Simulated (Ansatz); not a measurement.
Structure: KF built on the rocksalt prototype, at its r2SCAN minimum. It is cubic, Fm-3m (No. 225); conventional cell a = 5.318 Å, 18.80 Å³ an atom. K has 6 F at 2.66 Å; F has 6 K at 2.66 Å.

```cif
data_structure
_symmetry_space_group_name_H-M 'Fm-3m'
_symmetry_Int_Tables_number 225
_cell_length_a 5.3179
_cell_length_b 5.3179
_cell_length_c 5.3179
_cell_angle_alpha 90.000
_cell_angle_beta 90.000
_cell_angle_gamma 90.000
_cell_volume 150.39
loop_
_atom_site_label
_atom_site_type_symbol
_atom_site_symmetry_multiplicity
_atom_site_Wyckoff_symbol
_atom_site_fract_x
_atom_site_fract_y
_atom_site_fract_z
_atom_site_occupancy
K1 K 4 a 0.00000 0.00000 0.00000 1
F1 F 4 b 0.50000 0.00000 0.00000 1
```

The questions ask for values computed with Ansatz on this geometry. (Simulation; spin polarisation is off.)

Given (8×8×8 mesh): With PBE the gap is 6.26 eV and direct, at Γ.

(1) How does the gap change from PBE to r2SCAN (8×8×8)?

(2) What does HSE06 give for the gap (6×6×6 mesh)?

(3) What does G0W0@PBE with 112 empty bands, a screening cutoff of 120 eV and a 4×4×4 mesh give?

(4) How strongly does the crystal screen a field with clamped ions (r2SCAN)?

## Answers

(1) r2SCAN gives a direct gap of 6.91 eV at Γ. The gap differs by +0.65 eV from PBE's.

(2) HSE06 gives a direct gap of 8.26 eV at Γ. The gap differs by +2.00 eV from PBE's.

(3) 9.65 eV (PBE's gap over the path plus the quasiparticle shift read on the mesh). G0W0 moves the gap on the mesh from 6.26 eV (PBE) to 9.65 eV (direct at Γ). Renormalisation factors Z lie between 0.79 and 0.89. The G0W0 figures hold for the stated bands, cutoff and mesh and aren't extrapolated.

(4) ε∞: 1.94 in all directions. Born charges, averaged over directions: K +1.13, F -1.13 e.

The meshes of the hybrids are coarse, so their gaps aren't converged to the digits shown.
